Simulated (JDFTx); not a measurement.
Wanted: the native input for a JDFTx 1.7.0 (patched build) run.

```
Task                                    : band structure
Functional                              : PBE
Potentials or basis                     : PseudoDojo-SR-PBE-0.5-standard
Cutoff                                  : 1170 eV
Density cutoff                          : 9361 eV
k mesh                                  : 4 × 4 × 3
Occupations                             : fermi-dirac, width 0.05 eV
Spin                                    : no spin polarisation
Band ratio of the Davidson solver       : 1.3
Bands                                   : 32
Density cutoff over wavefunction cutoff : 8
Max SCF steps                           : 30
SCF threshold on the energy             : 1e-06 Ha
Solver of the electrons                 : minimize
Further solve for the empty bands       : no
Start                                   : density of an earlier self-consistent run, held fixed
Path                                    : G-M-K-G-A-L-H-A-L-M-K-H
```

The system is Se.

```xyz
3
Lattice="4.3662 0.0000 0.0000 -2.1831 3.7812 0.0000 0.0000 0.0000 4.9536" Properties=species:S:1:pos:R:3 pbc="T T T"
Se    1.6910    2.9289    0.0000
Se   -0.4921    0.8523    3.3024
Se    0.9841    0.0000    1.6512
```

The input as run:

bands.in

```
lattice \
    4.3662000000    -2.1831000000     0.0000000000 \
    0.0000000000     3.7812401180     0.0000000000 \
    0.0000000000     0.0000000000     4.9536000000
latt-scale 1.889726124626 1.889726124626 1.889726124626
coords-type Lattice
ion Se     0.7746000000     0.7746000000     0.0000000000 1
ion Se     0.0000000000     0.2254000000     0.6666666667 1
ion Se     0.2254000000     0.0000000000     0.3333333333 1

ion-species pseudo/Se.upf
elec-cutoff 43 344
elec-ex-corr gga-PBE
elec-smearing Fermi 0.0018374661
elec-n-bands 32
electronic-minimize nIterations 30 energyDiffThreshold 1e-06
davidson-band-ratio 1.3
forces-output-coords Cartesian
include path.kpoints
symmetries none
fix-electron-density run.$VAR

dump-name bands.$VAR
dump End Ecomponents EigStats BandEigs Kpoints Forces
```

path.kpoints

```
kpoint +0.0000000000 +0.0000000000 +0.0000000000 0.020000000000
kpoint +0.1000000000 +0.0000000000 +0.0000000000 0.020000000000
kpoint +0.2000000000 +0.0000000000 +0.0000000000 0.020000000000
kpoint +0.3000000000 +0.0000000000 +0.0000000000 0.020000000000
kpoint +0.4000000000 +0.0000000000 +0.0000000000 0.020000000000
kpoint +0.5000000000 +0.0000000000 +0.0000000000 0.020000000000
kpoint +0.4444444444 +0.1111111111 +0.0000000000 0.020000000000
kpoint +0.3888888889 +0.2222222222 +0.0000000000 0.020000000000
kpoint +0.3333333333 +0.3333333333 +0.0000000000 0.020000000000
kpoint +0.2857142857 +0.2857142857 +0.0000000000 0.020000000000
kpoint +0.2380952381 +0.2380952381 +0.0000000000 0.020000000000
kpoint +0.1904761905 +0.1904761905 +0.0000000000 0.020000000000
kpoint +0.1428571429 +0.1428571429 +0.0000000000 0.020000000000
kpoint +0.0952380952 +0.0952380952 +0.0000000000 0.020000000000
kpoint +0.0476190476 +0.0476190476 +0.0000000000 0.020000000000
kpoint +0.0000000000 +0.0000000000 +0.0000000000 0.020000000000
kpoint +0.0000000000 +0.0000000000 +0.1250000000 0.020000000000
kpoint +0.0000000000 +0.0000000000 +0.2500000000 0.020000000000
kpoint +0.0000000000 +0.0000000000 +0.3750000000 0.020000000000
kpoint +0.0000000000 +0.0000000000 +0.5000000000 0.020000000000
kpoint +0.0833333333 +0.0000000000 +0.5000000000 0.020000000000
kpoint +0.1666666667 +0.0000000000 +0.5000000000 0.020000000000
kpoint +0.2500000000 +0.0000000000 +0.5000000000 0.020000000000
kpoint +0.3333333333 +0.0000000000 +0.5000000000 0.020000000000
kpoint +0.4166666667 +0.0000000000 +0.5000000000 0.020000000000
kpoint +0.5000000000 +0.0000000000 +0.5000000000 0.020000000000
kpoint +0.4444444444 +0.1111111111 +0.5000000000 0.020000000000
kpoint +0.3888888889 +0.2222222222 +0.5000000000 0.020000000000
kpoint +0.3333333333 +0.3333333333 +0.5000000000 0.020000000000
kpoint +0.2916666667 +0.2916666667 +0.5000000000 0.020000000000
kpoint +0.2500000000 +0.2500000000 +0.5000000000 0.020000000000
kpoint +0.2083333333 +0.2083333333 +0.5000000000 0.020000000000
kpoint +0.1666666667 +0.1666666667 +0.5000000000 0.020000000000
kpoint +0.1250000000 +0.1250000000 +0.5000000000 0.020000000000
kpoint +0.0833333333 +0.0833333333 +0.5000000000 0.020000000000
kpoint +0.0416666667 +0.0416666667 +0.5000000000 0.020000000000
kpoint +0.0000000000 +0.0000000000 +0.5000000000 0.020000000000
kpoint +0.5000000000 +0.0000000000 +0.5000000000 0.020000000000
kpoint +0.5000000000 +0.0000000000 +0.4166666667 0.020000000000
kpoint +0.5000000000 +0.0000000000 +0.3333333333 0.020000000000
kpoint +0.5000000000 +0.0000000000 +0.2500000000 0.020000000000
kpoint +0.5000000000 +0.0000000000 +0.1666666667 0.020000000000
kpoint +0.5000000000 +0.0000000000 +0.0833333333 0.020000000000
kpoint +0.5000000000 +0.0000000000 +0.0000000000 0.020000000000
kpoint +0.3333333333 +0.3333333333 +0.0000000000 0.020000000000
kpoint +0.3333333333 +0.3333333333 +0.1000000000 0.020000000000
kpoint +0.3333333333 +0.3333333333 +0.2000000000 0.020000000000
kpoint +0.3333333333 +0.3333333333 +0.3000000000 0.020000000000
kpoint +0.3333333333 +0.3333333333 +0.4000000000 0.020000000000
kpoint +0.3333333333 +0.3333333333 +0.5000000000 0.020000000000
```

Potentials or basis: PseudoDojo-SR-PBE-0.5-standard.

Command:

```bash
$ jdftx -c 1 -i bands.in -o bands.out
```

Results of the run:

```yaml
Band_gap_along_the_path: 1.01 eV, indirect (least direct gap 1.24 eV)
```

Caveat: the k mesh is coarse (spacing up to 0.42 Å⁻¹), so the values aren't converged.

Wall time 2.6 min on 1 thread of Arm Neoverse V1, on a shared host, peak memory 0.28 GiB.
